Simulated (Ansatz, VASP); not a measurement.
## Two plane-wave programs on AlN

File INCAR:

```
SYSTEM = AlN
PREC     = Accurate       ! precision mode
ENCUT    = 520            ! plane-wave cutoff, eV
EDIFF    = 1E-6           ! SCF threshold, eV
ISMEAR   = 0              ! smearing method
SIGMA    = 0.05           ! smearing width, eV
LREAL    = .FALSE.        ! projectors in reciprocal space
LASPH    = .TRUE.         ! aspherical terms in the spheres
NELM     = 80             ! most SCF steps
ALGO     = Normal         ! electronic algorithm
ISIF     = 2              ! what is computed and relaxed
LWAVE    = .FALSE.        ! write WAVECAR
LCHARG   = .FALSE.        ! write CHGCAR
GGA      = PE             ! functional
NBANDS   = 11             ! bands
```

The input KPOINTS:

```
Automatic mesh
0
G
  10 10 10
  0 0 0
```

The input POSCAR:

```
AlN
1.0
    0.0000000000      2.3916869756      1.8655158409
    2.3916869756      0.0000000000      1.8655158409
    2.3916869756      2.3916869756      0.0000000000
Al N
1 1
Direct
    0.0000000000      0.0000000000      0.0000000000
    0.7500000000      0.7500000000      0.7500000000
```

Input for Ansatz:

```yaml
crystal:
  lattice:
    - [0.0, 2.3916869714, 1.8655158377]
    - [2.3916869714, 0.0, 1.8655158377]
    - [2.3916869714, 2.3916869714, 0.0]
  atoms:
    - { symbol: Al, position: [0.0, 0.0, 0.0] }
    - { symbol: "N", position: [0.75, 0.75, 0.75] }
basis:
  ecutwfc: 420
kpoints:
  mp_grid: { grid: [10, 10, 10] }
hamiltonian:
  xc: pbe
scf:
  occupations: { method: gaussian, width: 0.05 }
output:
  forces: true
  stress: true
  eigenvalues: true
```

Alike in both runs: task single point; functional PBE; k mesh 10 × 10 × 10; occupations gaussian, width 0.05 eV; no spin polarisation.

```csv
,VASP,Ansatz
version,VASP 6.6.1,Ansatz 0.2.0
potentials or method,"VASP PAW PBE potentials, release 64 (Al, N)","scalar-relativistic, plane waves, PAW"
plane-wave cutoff (eV),520,420
valence electrons in the cell,8,8
```

```tsv
	VASP	Ansatz	Ansatz less VASP
gap on the k mesh at the Fermi level (eV)	2.72	2.74	+0.014
least direct gap on the mesh (eV)	3.26	3.25	-0.005
pressure (GPa)	-5.4	-5.2	+0.27
largest component of the traceless stress (GPa)	11.71	11.60	-0.104
```

A k mesh can miss the band edges.
